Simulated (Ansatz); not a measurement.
Input for Ansatz (plane-wave DFT), Hg:

```yaml
crystal:
  lattice:
    - [-2.069695, 2.069695, 1.802258]
    - [2.069695, -2.069695, 1.802258]
    - [2.069695, 2.069695, -1.802258]
  atoms:
    - { symbol: Hg, position: [0.0, 0.0, 0.0] }
  symmetry: { detect: true }
basis:
  ecutwfc: 170
kpoints:
  mp_grid: { grid: [6, 6, 6] }
hamiltonian:
  xc: lda
scf:
  occupations: { method: gaussian, width: 0.1 }
  lower_state_search: standard
output:
  forces: true
  stress: true
  eigenvalues: true
```

Command:

```bash
ansatz run input.yaml --threads 1 --pin off --max-ram 1331MiB --backend cpu --events-out ev --progress --plain --runs-dir out
```

From the log (HF is the Harris–Foulkes energy, dr2 the density residual in eV):

```text
Warning: basis.ecutwfc = 170 eV is below the records' recommended 420 eV, and the density's cutoff is lower with it unless basis.ecutrho_ratio is high enough to keep the records' density cutoff: compare with a run at a higher cutoff
Pseudopotential: Hg, paw, valence charge 20, recommended cutoff 420 eV (normal)
Crystal: 1 atom, lattice volume = 30.881 Å³
Basis set: ecut = 170 eV, 159 PW (Γ)
Bands: 14, of which v1, the nominal top of the filled ones, is band 10 counted from 1 (9 counted from 0)
Symmetry: 16 space group operations
Space group: I4/mmm (ITA 139), of the structure as read, at distance tolerance 3.1e-5 Å
k-points: 30 of 216
PAW frozen core: Hg, regenerated for the run's functional, and the local potential with it (the file was generated under x = pbe(κ = 0.804, μ = 0.2195), c = pbe(β = 0.0667))
Initial density: superposition of atomic densities, corrected by the library's trained network
SCF iter   1: HF=-13497.148258 eV  Δρ=2.31e-1  dr2=1.04e1
SCF iter   2: HF=-13492.776813 eV  Δρ=1.05e-1  dr2=1.81e0
SCF iter   3: HF=-13491.787306 eV  Δρ=8.56e-3  dr2=6.64e-3
SCF iter   4: HF=-13491.799649 eV  Δρ=2.65e-3  dr2=2.52e-3
SCF iter   5: HF=-13491.798914 eV  Δρ=5.28e-4  dr2=1.09e-4
SCF iter   6: HF=-13491.798864 eV  Δρ=4.58e-5  dr2=1.05e-6
SCF iter   7: HF=-13491.798867 eV  Δρ=3.60e-6  dr2=6.61e-9
SCF iter   8: F=-13491.798867 eV  HF=-13491.798867 eV  Δρ=9.88e-8  dr2=2.57e-12
SCF 1 converged in 8 iterations: F = -13491.798867 eV  dr2 = 2.57e-12
SCF converged after 8 iterations
Free energy (F): -13491.798867 eV
E sigma→0 (E₀):  -13491.798606 eV
Entropy (-TS):   -0.000523 eV (-0.523 meV/atom)
Fermi energy:    9.847129 eV
--- Forces (eV/Å), atoms counted from 1 ---
  atom   1  Hg     0.00000000     0.00000000    -0.00000000
--- Stress (GPa, compression-positive) ---
        7.021109       0.000000      -0.000000
        0.000000       7.021109       0.000000
        0.000000      -0.000000       4.875679
  P = ⅓ Tr σ = 6.3060 GPa (63.060 kbar)
```

Settings here are deliberately varied, not converged.